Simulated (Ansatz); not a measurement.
This CdSe structure is the end of a relaxation. It was relaxed at this level from a Materials Project cell.

Theory: Ansatz 0.2.0, DFT PBE, scalar-relativistic, plane waves, PAW. Cutoff 420 eV, Γ-centred mesh, Gaussian smearing, no spin polarisation.

```xyz
2
Lattice="0.0000 3.0984 3.0984 3.0984 0.0000 3.0984 3.0984 3.0984 0.0000" Properties=species:S:1:pos:R:3 pbc="T T T"
Cd    0.0000    0.0000    0.0000
Se    4.6476    4.6476    4.6476
```

Formation energies are uncorrected and refer to the elements' standard structures at the same level.

Task: What space group does it have?

Result: F-43m (No. 216), the zinc blende type. Conventional cell: a = 6.197 Å. Cd is surrounded by 4 Se at 2.68 Å; Se has 4 Cd at 2.68 Å.

Task: How far does it lie from the elements in energy?

Result: −0.633 eV/atom. Whether it is stable depends on the other phases of the system, which aren't compared here.

Task: Is it a metal?

Result: No, the gap on the 10×10×10 mesh is 0.49 eV.

The last run used a 10×10×10 mesh for its 2-atom cell and Gaussian smearing of 0.02 eV. Kohn–Sham gaps at this level usually fall short of measured ones. The reference form of Se is held partly by dispersion forces, which this level lacks. A later test with randomly moved atoms came back to the same energy, though modes that don't fit the test's cell weren't probed.
